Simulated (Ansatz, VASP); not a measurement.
## HfO2 in VASP and in Ansatz

```
CELL_PARAMETERS angstrom
0.00000 2.55750 2.55750
2.55750 0.00000 2.55750
2.55750 2.55750 0.00000
ATOMIC_POSITIONS crystal
Hf 0.00000 0.00000 0.00000
O 0.75000 0.75000 0.75000
O 0.25000 0.25000 0.25000
```

Measurements of this composition are mostly on another form, of space group No. 14.

Alike in both runs: task single point; functional PBE; k mesh 9 × 9 × 9; occupations gaussian, width 0.012 eV; no spin polarisation.

|  | VASP | Ansatz |
| --- | --- | --- |
| version | VASP 6.6.1 | Ansatz 0.2.0 |
| potentials or method | VASP PAW PBE potentials, release 64 (Hf_pv, O) | Ansatz PAW |
| plane-wave cutoff (eV) | 520 | 420 |
| valence electrons in the cell | 22 | 38 |

|  | VASP | Ansatz | Ansatz less VASP |
| --- | --- | --- | --- |
| gap on the k mesh at the Fermi level (eV) | 3.84 | 3.83 | -0.008 |
| least direct gap on the mesh (eV) | 3.95 | 3.94 | -0.008 |
| pressure (GPa) | -6.0 | -2.5 | +3.53 |

The two sets of potentials don't hold the same shells in valence.

Caveats: spin-orbit coupling is left out, which moves the levels of the heavy elements; an odd mesh through Γ misses points on the zone boundary, where band edges often lie (VASP); odd divisions of the mesh miss points on the zone boundary, where band edges often lie, so the gap on the mesh can be too wide (Ansatz); the pressure holds a Pulay correction of +0.9 GPa for the finite cutoff (Ansatz). As with any semilocal functional, this PBE gap is likely too small.
